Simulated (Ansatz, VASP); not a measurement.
## Au: VASP beside Ansatz

```
Au
1.0
     3.23912    0.00000    0.00000
     0.00000    3.23912    0.00000
     0.00000    0.00000    3.43336
Au
2
Direct
  0.00000 0.00000 0.00000
  0.50000 0.50000 0.50000
```

Change from the starting cell: uniaxial strain along c, a, b and atoms relaxed: +4.0 %.

Alike in both runs: functional PBE; k mesh 12 × 12 × 12; occupations gaussian, width 0.1 eV; no spin polarisation.

Ansatz relaxed the structure, and its values are those at the end. VASP's run is a single point on that final structure, the one shown.

|  | VASP | Ansatz |
| --- | --- | --- |
| version | VASP 6.6.1 | Ansatz 0.2.0 |
| potentials or method | VASP PAW PBE potentials, release 64 (Au) | scalar-relativistic, plane waves, PAW |
| plane-wave cutoff (eV) | 520 | 420 |
| valence electrons in the cell | 22 | 38 |

|  | VASP | Ansatz | Ansatz less VASP |
| --- | --- | --- | --- |
| gap on the k mesh at the Fermi level (eV) | none | none | - |
| pressure (GPa) | -0.1 | 0.1 | +0.24 |

A gap of «none» marks a metal or a gap that the smearing closes. The two sets of potentials don't hold the same shells in valence.

The runs have no spin-orbit coupling, so splittings on Au are missing.
